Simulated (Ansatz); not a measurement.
LiF: the change of pressure and energy less free atoms with volume scale

Periodic Kohn-Sham DFT of a crystal at fixed atoms, scaled to volume_scale times the given cell; pressure positive in compression, energy less spherical unpolarised free atoms, largest_vzz the field gradient of largest size among the nuclei. The results are calculated, by Ansatz 0.2.0.

The cell before it is scaled or strained (space group Fm-3m, No. 225):
```
cell vectors (Å)
   0.0000     2.0341     2.0341
   2.0341     0.0000     2.0341
   2.0341     2.0341     0.0000
atoms (fractions of the cell vectors)
Li  0.00000  0.00000  0.00000
F   0.50000  0.50000  0.50000
```

Settings of every row: method all-electron LAPW; functional PBE; relativity scalar; k mesh 14x14x14; filling fermi-dirac; smearing width 0.03 eV; basis error target 0.5 meV/atom; nucleus gaussian.

Atom start moment: 0 on all atoms.

| row | volume scale | V (Å³/atom) | pressure (GPa) | energy less free atoms (eV/atom) |
| --- | --- | --- | --- | --- |
| 1 | 0.95 | 7.995 | 3.712 | -4.8076 |
| 2 | 0.975 | 8.206 | ? | ? |
| 3 | 1 | 8.416 | -0.091 | -4.8121 |
| 4 | 1.025 | 8.627 | -1.654 | -4.811 |
| 5 | 1.05 | 8.837 | -3.028 | -4.8079 |

Question: what pressure and energy less free atoms should row 2 give?

Worked fit of pressure. Take u = (V_r/V)^(2/3) − 1 with V_r = 8.5215 Å³ an atom, which is twice the finite (Eulerian) strain; such expansions in the strain, on which the Birch-Murnaghan equation of state is built, carry the rest volume and the bulk modulus. The shown rows have u = 0.04343, 0.00834, -0.00817, -0.02395. Least squares give pressure = −0.8986 + 95.001 × u + 256.75 × u² GPa; a straight line predicts inner rows, each left out in turn, worse (root mean square 0.18 against 0.0073 GPa). The rows lie off it by 0.000, -0.003, 0.004, -0.001. The pressure vanishes at u = 0.0092, or V = 8.405 Å³ an atom, and there the bulk modulus at fixed shape and fractions is B = −V dP/dV = (2/3)(1 + u) dP/du = 67.1 GPa. The withheld row has u = 0.02547, so the fit gives −0.8986 + 95.001 × (0.02547) + 256.75 × (0.02547)² = 1.688 GPa.

The calculation gave 1.687 GPa. The fit lies 0.001 GPa (0.015 % of the column's range) above it, one unit of the last digit.

Worked fit of energy less free atoms. Take u = (V_r/V)^(2/3) − 1 with V_r = 8.5215 Å³ an atom, which is twice the finite (Eulerian) strain; such expansions in the strain, on which the Birch-Murnaghan equation of state is built, carry the rest volume and the bulk modulus. The shown rows have u = 0.04343, 0.00834, -0.00817, -0.02395. Least squares give energy less free atoms = −4.8118 − 0.0703 × u + 3.848 × u² eV/atom; a straight line predicts inner rows, each left out in turn, worse (root mean square 0.0027 against 5.9e-05 eV/atom). All shown rows lie on it to the printed digit. Its lowest point lies at u = 0.0091, or V = 8.406 Å³ an atom, and the curvature there gives the bulk modulus at fixed shape and fractions, B = (4/9)(1 + u)² E″(u)/V = 66.4 GPa. The withheld row has u = 0.02547, so the fit gives −4.8118 − 0.0703 × (0.02547) + 3.848 × (0.02547)² = -4.8111 eV/atom.

The calculation gave -4.8111 eV/atom. The fit meets it to the printed digit.
